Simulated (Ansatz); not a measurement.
# Sb (Fm-3m) in Ansatz: settings compared

Aim: see how the results for Sb move with the level of theory and the settings. Levels: LDA, PBE. Tasks: phonons, elastic constants.

Everything below comes from runs of Ansatz 0.2.0. Logs are shortened: lines on timing, memory, paths and dates and some standing lists are left out, and cuts for length are marked.

**1. The structure**

Symmetry: Fm-3m, No. 225, cubic system. Conventional cell: a = 4.742 Å, b = 4.742 Å, c = 4.742 Å, α = 90.00°, β = 90.00°, γ = 90.00°. Sb (site symmetry m-3m) is surrounded by 12 Sb at 3.35 Å.

This isn't the form of Sb at room conditions, which is rhombohedral.

**2. Phonons, LDA**

Input file input.yaml:

```yaml
crystal:
  lattice:
    - [0.0, 2.3712425216, 2.3712425216]
    - [2.3712425216, 0.0, 2.3712425216]
    - [2.3712425216, 2.3712425216, 0.0]
  atoms:
    - { symbol: Sb, position: [0.0, 0.0, 0.0] }
hamiltonian:
  xc: lda
  pseudopotentials: { kind: paw }
kpoints:
  mp_grid: { grid: [7, 7, 7] }
scf:
  occupations: { method: fermi_dirac, width: 0.05 }
phonons:
  method: dfpt
```

Potentials or basis: Ansatz PAW.

On the command line:

```bash
> ansatz run input.yaml --threads 2 --pin off --max-ram 5632MiB --backend cpu --events-out ev --progress --plain --runs-dir out
```

What it wrote:

```text
Warning: RAYON_NUM_THREADS=2 ignored (pool sized by the plan → 2); use --threads N
Engine: ansatz 0.2.0, aarch64-unknown-linux-gnu
Pseudopotentials: kind: paw
Pseudopotential: Sb, paw, valence charge 15, recommended cutoff 420 eV (normal), Sb.paw.azcp
Functional definition: SPW92
  exchange = slater_x
  correlation = pw_c
Crystal: 1 atoms, lattice volume = 26.666 Å³
Basis set: ecut = 420 eV, 531 PW (Γ), exchange–correlation on 48×48×48 points (8 copies of the dense FFT grid, shifted against one another)
Bands: 12, of which v1, the nominal top of the filled ones, is band 8 counted from 1 (7 counted from 0)
Symmetry: 48 space group operations
k-points: 40 of 343 (irreducible under 8 space group operations, time reversal used)
Non-local potential: Sb, projectors of the file, l = 0: 2, l = 1: 2, l = 2: 2, l = 3: 2
PAW form: soft (Blöchl's): semilocal exchange-correlation on the pseudo side does not see the compensation charge
PAW frozen core: Sb, regenerated for the run's functional, and the local potential with it (the file was generated under x = pbe(κ = 0.804, μ = 0.2195149727645171), c = pbe(β = 0.06672455060314922))
PAW one-centre angular grid: Sb, 590 points (default); XC on 64 Gauss nodes
Initial density: superposition of atomic densities (neutral atoms: chi_scale 0, normalization atom), corrected by the library's trained network
Initial wavefunctions: pseudopotential atomic-orbital guess
Functional: x = slater, c = lda
SCF iter   1: F=—  HF=-6335.516951 eV  |F-HF|=—  |Δ(HF+E_count)|=         —  Δρ=6.41e-3  dr2=4.23e-3  ethr=1.77e-3  ⟨swp⟩=5.7  Hψ=2847  notcnv=0
preconditioner: auto → none  [metal: Δε(μ)=0.081 eV  Ē_g=12.704 eV  σ=0.050 eV  W_gap=0.36  n_scr=8 (ndim 8)  ℏωp=16.1 eV  f_vac=0.000  D(μ)=2.15/eV (n_scr^D=26)  sad-step TF]
SCF iter   2: F=—  HF=-6335.514755 eV  |F-HF|=—  |Δ(HF+E_count)|=   2.20e-3  Δρ=3.55e-3  dr2=1.35e-3  ethr=2.82e-5  ⟨swp⟩=1.7  Hψ=853  notcnv=0
SCF iter   3: F=—  HF=-6335.514241 eV  |F-HF|=—  |Δ(HF+E_count)|=   5.14e-4  Δρ=5.30e-4  dr2=6.57e-5  ethr=8.99e-6  ⟨swp⟩=2.0  Hψ=664  notcnv=0
SCF iter   4: F=—  HF=-6335.514219 eV  |F-HF|=—  |Δ(HF+E_count)|=   2.24e-5  Δρ=3.73e-4  dr2=3.36e-5  ethr=4.38e-7  ⟨swp⟩=2.0  Hψ=764  notcnv=0
SCF iter   5: F=—  HF=-6335.514201 eV  |F-HF|=—  |Δ(HF+E_count)|=   1.75e-5  Δρ=1.79e-4  dr2=7.57e-6  ethr=2.24e-7  ⟨swp⟩=2.0  Hψ=762  notcnv=0
SCF iter   6: F=—  HF=-6335.514196 eV  |F-HF|=—  |Δ(HF+E_count)|=   4.85e-6  Δρ=3.10e-5  dr2=2.23e-7  ethr=5.05e-8  ⟨swp⟩=2.0  Hψ=762  notcnv=0
SCF iter   7: F=—  HF=-6335.514195 eV  |F-HF|=—  |Δ(HF+E_count)|=   9.03e-7  Δρ=2.55e-6  dr2=1.51e-9  ethr=1.48e-9  ⟨swp⟩=2.0  Hψ=764  notcnv=0
SCF iter   8: F=-6335.514195 eV  HF=-6335.514195 eV  |F-HF|=1.00e-11  |Δ(HF+E_count)|=   1.17e-9  Δρ=1.33e-7  dr2=4.84e-12  ethr=1.00e-12  ⟨swp⟩=6.4  Hψ=2690  notcnv=0
SCF 1 converged in 8 iterations: F = -6335.514195 eV  dr2 = 4.84e-12
DFPT response loops at Γ: preconditioner auto → Kerker (q_TF=auto, 2.479 Å⁻¹) (partly filled bands, converged f_vac=0.000); β = 1.00, the filter's whole step (`scf.mixing.beta` (0.50) is not read by the response loops under this deck's `scf.mixing.preconditioner`; to damp them name `kerker` or `kerker_dos`, under which they read `scf.mixing.beta`, and type it under 1.00, their step now; both keys bind the ground state too); Broyden in place of MSR1
SCF converged after 8 iterations
Free energy (F): -6335.514195 eV
Harris-Foulkes:  -6335.514195 eV  (|F-HF|=1.00e-11)
Internal energy: -6335.498088 eV  (E = F + TS)
E sigma→0 (E₀):  -6335.506142 eV
Entropy (-TS):   -0.016107 eV (-16.107 meV/atom)
Fermi energy:    11.270877 eV
--- Per-component energies (eV) ---
  E_band       = -145.929347
  E_kinetic    = 208.090506
  E_local      = -1431.246430  (includes V_loc(G=0)·N_el)
  E_nonlocal   = 365.556104
  E_hartree    = 651.380161
  E_xc         = -138.149070
  E_vxc        = -97.656019  (∫ρ·V_xc dr)
  E_paw        = -4425.569651  (= ΣΔE_a)
  E_vpaw       = -493.433942  (= ΣTr[D̂ρ^β])
  E_aug_tail   = -0.000002  (compensation charges beyond the density's cutoff)
  E_ewald      = -1566.118529
  E_core_change = 0.558824  (= ΣΔE_core)
  E_smearing   = -0.016107  (= −TS)
  E_closure    = 0.000000  (closes the sum)
  Σ components = -6335.514195   (vs F -6335.514195, Δ=0.00e0)
--- Band table (eV; the first three rows and the last of 40) ---
  k-point 0: bands = ["-17.6985", "-17.6985", "-17.6985", "-17.6576", "-17.6576", "-1.5347", "16.7866", "16.7866", "16.7866", "21.7997", "22.1294", "22.1294"]
  k-point 1: bands = ["-17.6965", "-17.6911", "-17.6911", "-17.6561", "-17.6561", "-1.1296", "13.8741", "16.3385", "16.3385", "20.3899", "22.8595", "22.8595"]
  k-point 2: bands = ["-17.6924", "-17.6877", "-17.6877", "-17.6394", "-17.6394", "0.0590", "9.6692", "15.6064", "15.6064", "19.8987", "22.1460", "22.1460"]
  k-point 39: bands = ["-17.6965", "-17.6713", "-17.6580", "-17.6393", "-17.6106", "3.8296", "8.0253", "8.3022", "11.1613", "19.3060", "22.7853", "24.1131"]
--- Phonons (Γ-DFPT): 1 representative perturbation + reference, on 40 of 343 k-points (Σ response iterations 3) ---
  k mesh reduced under 8 symmetry operations, with k and −k counted as one. Each operation leaves every solved perturbation unchanged. A smaller set is not used because it would not reduce the number of displacements times k-points to solve
  ASR residual: 2.456e-5 → 0.000e0 eV/Å²; symmetrization residual: 1.410e-19 eV/Å²
  ASR residual per site (eV/Å²): 2.46e-5
  Γ frequencies (cm⁻¹): 0.00 0.00 0.00
  non-analytic LO–TO correction: not included (Born effective charges unavailable; polar crystals: no LO–TO splitting at Γ)
```

Wall time 1.4 s (2 threads of Arm Neoverse V2, shared host); peak memory 0.31 GiB.

Results:

| Item | Value |
| --- | --- |
| Free energy | -6335.5142 eV |
| Band gap on the k mesh | none (metal or under the smearing width) |

Caveat: the PAW data sets come from PBE, with cores solved anew for the run's functional, which leaves a small shift of forces and pressure. The run has no spin-orbit coupling, so splittings on Sb are missing.

**3. Elastic constants, LDA**

Changes to input.yaml since step 2:

```diff
@@ -14,3 +14,7 @@
   occupations: { method: fermi_dirac, width: 0.05 }
-phonons:
-  method: dfpt
+output:
+  forces: true
+  stress: true
+elastic:
+  mode: relaxed_ion
+  stencil: two_point
```

Potentials or basis: Ansatz PAW.

On the command line:

```bash
> ansatz run input.yaml --threads 2 --pin off --max-ram 5632MiB --backend cpu --events-out ev --progress --plain --runs-dir out
```

It took 2.1 s on 2 threads of Arm Neoverse V2, shared host; peak memory 0.28 GiB.

The run converged. Its results:

- Free energy: -6335.5142 eV
- Pressure: -2.7 GPa
- Band gap on the k mesh: none (metal or under the smearing width)
- Elastic constants C11, C12, C44: -2, 72, -60 GPa
- Voigt bulk modulus: 47 GPa

Levels at points of the mesh, in eV from the Fermi level:
| k point | band 3 | band 4 | band 5 | band 6 | band 7 | band 8 | band 9 | band 10 | band 11 | band 12 |
| --- | --- | --- | --- | --- | --- | --- | --- | --- | --- | --- |
| (0.00, 0.00, 0.00) | -28.97 | -28.93 | -28.93 | -12.81 | 5.52 | 5.52 | 5.52 | 10.53 | 10.86 | 10.86 |

Elastic tensor in Voigt notation (GPa, in the Cartesian axes of the cell as first typed):
```
 -2  72  72   0   0   0
 72  -2  72   0   0   0
 72  72  -2   0   0   0
  0   0   0 -60   0   0
  0   0   0   0 -60   0
  0   0   0   0   0 -60
```

Caveat: the elastic tensor has a negative eigenvalue, so either the cell is unstable as it stands or the mesh is too thin; the PAW data sets come from PBE, with cores solved anew for the run's functional, which leaves a small shift of forces and pressure. The run has no spin-orbit coupling, so splittings on Sb are missing.

**4. Phonons, PBE**

Changes to input.yaml since step 3:

```diff
@@ -8,3 +8,3 @@
 hamiltonian:
-  xc: lda
+  xc: pbe
   pseudopotentials: { kind: paw }
@@ -14,7 +14,3 @@
   occupations: { method: fermi_dirac, width: 0.05 }
-output:
-  forces: true
-  stress: true
-elastic:
-  mode: relaxed_ion
-  stencil: two_point
+phonons:
+  method: dfpt
```

Potentials or basis: Ansatz PAW.

On the command line:

```bash
> ansatz run input.yaml --threads 2 --pin off --max-ram 5632MiB --backend cpu --events-out ev --progress --plain --runs-dir out
```

What it wrote:

```text
Warning: RAYON_NUM_THREADS=2 ignored (pool sized by the plan → 2); use --threads N
Engine: ansatz 0.2.0, aarch64-unknown-linux-gnu
Pseudopotentials: kind: paw
Pseudopotential: Sb, paw, valence charge 15, recommended cutoff 420 eV (normal), Sb.paw.azcp
Functional definition: PBE
  parameter kappa = 0.804
  parameter beta = 0.06672455060314922
  exchange = pbe_x(kappa = kappa, mu = beta*pi^2/3)
  correlation = pbe_c(beta = beta)
Crystal: 1 atoms, lattice volume = 26.666 Å³
Basis set: ecut = 420 eV, 531 PW (Γ), exchange–correlation on 48×48×48 points (8 copies of the dense FFT grid, shifted against one another)
Bands: 12, of which v1, the nominal top of the filled ones, is band 8 counted from 1 (7 counted from 0)
Symmetry: 48 space group operations
k-points: 40 of 343 (irreducible under 8 space group operations, time reversal used)
Non-local potential: Sb, projectors of the file, l = 0: 2, l = 1: 2, l = 2: 2, l = 3: 2
PAW form: soft (Blöchl's): semilocal exchange-correlation on the pseudo side does not see the compensation charge
PAW one-centre angular grid: Sb, 590 points (default); XC on 64 Gauss nodes
Initial density: superposition of atomic densities (neutral atoms: chi_scale 0, normalization atom), corrected by the library's trained network
Initial wavefunctions: pseudopotential atomic-orbital guess
Functional: x = pbe(κ = 0.804, μ = 0.2195149727645171), c = pbe(β = 0.06672455060314922)
SCF iter   1: F=—  HF=-6484.155622 eV  |F-HF|=—  |Δ(HF+E_count)|=         —  Δρ=1.22e-3  dr2=4.03e-4  ethr=1.77e-3  ⟨swp⟩=5.8  Hψ=2819  notcnv=0
preconditioner: auto → none  [metal: Δε(μ)=0.040 eV  Ē_g=12.643 eV  σ=0.050 eV  W_gap=0.19  n_scr=8 (ndim 8)  ℏωp=16.1 eV  f_vac=0.000  D(μ)=2.22/eV (n_scr^D=26)  sad-step TF]
SCF iter   2: F=—  HF=-6484.155066 eV  |F-HF|=—  |Δ(HF+E_count)|=   5.56e-4  Δρ=8.96e-4  dr2=3.08e-4  ethr=2.68e-6  ⟨swp⟩=2.0  Hψ=1080  notcnv=0  defer=1
SCF iter   3: F=—  HF=-6484.155049 eV  |F-HF|=—  |Δ(HF+E_count)|=   1.69e-5  Δρ=3.05e-4  dr2=2.07e-5  ethr=2.05e-6  ⟨swp⟩=3.0  Hψ=784  notcnv=0  defer=1
SCF iter   4: F=—  HF=-6484.155057 eV  |F-HF|=—  |Δ(HF+E_count)|=   7.76e-6  Δρ=1.18e-4  dr2=3.96e-6  ethr=1.38e-7  ⟨swp⟩=2.0  Hψ=557  notcnv=0  defer=1
SCF iter   5: F=—  HF=-6484.155057 eV  |F-HF|=—  |Δ(HF+E_count)|=   4.29e-7  Δρ=3.47e-5  dr2=3.50e-7  ethr=2.64e-8  ⟨swp⟩=2.0  Hψ=727  notcnv=0  defer=1
SCF iter   6: F=—  HF=-6484.155055 eV  |F-HF|=—  |Δ(HF+E_count)|=   2.16e-6  Δρ=2.08e-6  dr2=5.89e-10  ethr=2.33e-9  ⟨swp⟩=2.0  Hψ=762  notcnv=0  defer=1
SCF iter   7: F=—  HF=-6484.155055 eV  |F-HF|=—  |Δ(HF+E_count)|=  1.07e-10  Δρ=1.65e-6  dr2=7.35e-10  ethr=3.93e-12  ⟨swp⟩=1.9  Hψ=552  notcnv=0  defer=1
SCF iter   8: F=—  HF=-6484.155055 eV  |F-HF|=—  |Δ(HF+E_count)|=  5.95e-10  Δρ=2.20e-7  dr2=1.41e-11  ethr=3.93e-12  ⟨swp⟩=2.0  Hψ=762  notcnv=0  defer=1
SCF iter   9: F=-6484.155055 eV  HF=-6484.155055 eV  |F-HF|=1.82e-12  |Δ(HF+E_count)|=  7.28e-12  Δρ=2.39e-8  dr2=1.40e-13  ethr=1.00e-12  ⟨swp⟩=6.5  Hψ=1896  notcnv=0
SCF 1 converged in 9 iterations: F = -6484.155055 eV  dr2 = 1.40e-13
DFPT response loops at Γ: preconditioner auto → Kerker (q_TF=auto, 2.479 Å⁻¹) (partly filled bands, converged f_vac=0.000); β = 1.00, the filter's whole step (`scf.mixing.beta` (0.50) is not read by the response loops under this deck's `scf.mixing.preconditioner`; to damp them name `kerker` or `kerker_dos`, under which they read `scf.mixing.beta`, and type it under 1.00, their step now; both keys bind the ground state too); Broyden in place of MSR1
SCF converged after 9 iterations
Free energy (F): -6484.155055 eV
Harris-Foulkes:  -6484.155055 eV  (|F-HF|=1.82e-12)
Internal energy: -6484.138804 eV  (E = F + TS)
E sigma→0 (E₀):  -6484.146930 eV
Entropy (-TS):   -0.016251 eV (-16.251 meV/atom)
Fermi energy:    11.606529 eV
--- Per-component energies (eV) ---
  E_band       = -142.311276
  E_kinetic    = 206.635814
  E_local      = -1424.980724  (includes V_loc(G=0)·N_el)
  E_nonlocal   = 361.478179
  E_hartree    = 651.866507
  E_xc         = -138.589467
  E_vxc        = -96.422307  (∫ρ·V_xc dr)
  E_paw        = -4574.430582  (= ΣΔE_a)
  E_vpaw       = -492.755231  (= ΣTr[D̂ρ^β])
  E_aug_tail   = -0.000002  (compensation charges beyond the density's cutoff)
  E_ewald      = -1566.118529
  E_smearing   = -0.016251  (= −TS)
  E_closure    = 0.000000  (closes the sum)
  Σ components = -6484.155055   (vs F -6484.155055, Δ=0.00e0)
--- Band table (eV; the first three rows and the last of 40) ---
  k-point 0: bands = ["-17.5147", "-17.5147", "-17.5147", "-17.4752", "-17.4752", "-1.1712", "17.2231", "17.2231", "17.2231", "22.0115", "22.3651", "22.3651"]
  k-point 1: bands = ["-17.5127", "-17.5074", "-17.5074", "-17.4737", "-17.4737", "-0.7639", "14.2530", "16.7594", "16.7594", "20.6357", "23.1197", "23.1197"]
  k-point 2: bands = ["-17.5087", "-17.5044", "-17.5044", "-17.4570", "-17.4570", "0.4328", "10.0136", "16.0155", "16.0155", "20.1632", "22.3936", "22.3936"]
  k-point 39: bands = ["-17.5130", "-17.4883", "-17.4748", "-17.4572", "-17.4282", "4.2842", "8.3294", "8.6084", "11.4798", "19.5930", "23.0800", "24.3806"]
--- Phonons (Γ-DFPT): 1 representative perturbation + reference, on 40 of 343 k-points (Σ response iterations 3) ---
  k mesh reduced under 8 symmetry operations, with k and −k counted as one. Each operation leaves every solved perturbation unchanged. A smaller set is not used because it would not reduce the number of displacements times k-points to solve
  ASR residual: 1.127e-6 → 0.000e0 eV/Å²; symmetrization residual: 3.645e-21 eV/Å²
  ASR residual per site (eV/Å²): 1.13e-6
  Γ frequencies (cm⁻¹): 0.00 0.00 0.00
  non-analytic LO–TO correction: not included (Born effective charges unavailable; polar crystals: no LO–TO splitting at Γ)
```

second_order_force_constants.tsv:

```text
# format = ansatz-second-order-force-constants/2
# a1_ang = 0e0 2.3712425216e0 2.3712425216e0
# a2_ang = 2.3712425216e0 0e0 2.3712425216e0
# a3_ang = 2.3712425216e0 2.3712425216e0 0e0
# n_basis = 1
# site_fields = element frac_a1 frac_a2 frac_a3 mass_amu
# site 0 = Sb 0e0 0e0 0e0 1.2176e2
# supercell = 1 1 1
# site_rule = site = cell*n_basis + kappa, cell = (t1*n2 + t2)*n3 + t3, with n1 n2 n3 from the supercell key
# method = dfpt
# k_mesh = 7 7 7
# k_mesh_shift = 0 0 0
# occupation_method = fermi_dirac
# smearing_width_ev = 5e-2
# n_rotations = 48
# rotation 0 = -1 -1 -1 0 0 1 0 1 0
# rotation 1 = -1 -1 -1 0 0 1 1 0 0
# rotation 2 = -1 -1 -1 0 1 0 0 0 1
# rotation 3 = -1 -1 -1 0 1 0 1 0 0
# rotation 4 = -1 -1 -1 1 0 0 0 0 1
# rotation 5 = -1 -1 -1 1 0 0 0 1 0
[... 40 lines left out ...]
# rotation 46 = 1 1 1 0 0 -1 -1 0 0
# rotation 47 = 1 1 1 0 0 -1 0 -1 0
# asr_row_sum_pre_ev_ang2 0 = -1.126964582202905e-6 -7.836629005481916e-39 -2.350988701644575e-38 -7.836629005481916e-39 -1.126964582202905e-6 0e0 -2.350988701644575e-38 0e0 -1.126964582202905e-6
# asr_residual_pre_ev_ang2 = 1.126964582202905e-6
# asr_residual_post_ev_ang2 = 0e0
# symmetrization_residual_ev_ang2 = 3.6449856393373726e-21
# units = eV/Å^2
# kappa	j	t1	t2	t3	kappa_j	phi_xx	phi_xy	phi_xz	phi_yx	phi_yy	phi_yz	phi_zx	phi_zy	phi_zz
0	0	0	0	0	0	0e0	0e0	0e0	0e0	0e0	0e0	0e0	0e0	0e0
```

Run time: 1.4 s. Hardware: 2 threads of Arm Neoverse V2, shared host; peak memory 0.32 GiB.

What came out:

```yaml
Free_energy: -6484.1551 eV
Band_gap_on_the_k_mesh: none (metal or under the smearing width)
```

The run has no spin-orbit coupling, so splittings on Sb are missing.

**5. Summary**

```csv
task,level,atoms under strain,gap on the mesh (eV)
phonons,LDA,-,none
elastic constants,LDA,relaxed,none
phonons,PBE,-,none
```

Alike in all rows: potentials or basis Ansatz PAW; no spin polarisation; cell as given; k mesh 7 × 7 × 7; cutoff (eV) 420; smearing fermi-dirac 0.05 eV.

Every run on the cell as given and a fine mesh finds a metal.

Caveats: the PAW data sets come from PBE, with cores solved anew for the run's functional, which leaves a small shift of forces and pressure (some runs); the elastic tensor has a negative eigenvalue, so either the cell is unstable as it stands or the mesh is too thin (some runs).

Absolute energies hang on the potentials; compare differences alone.
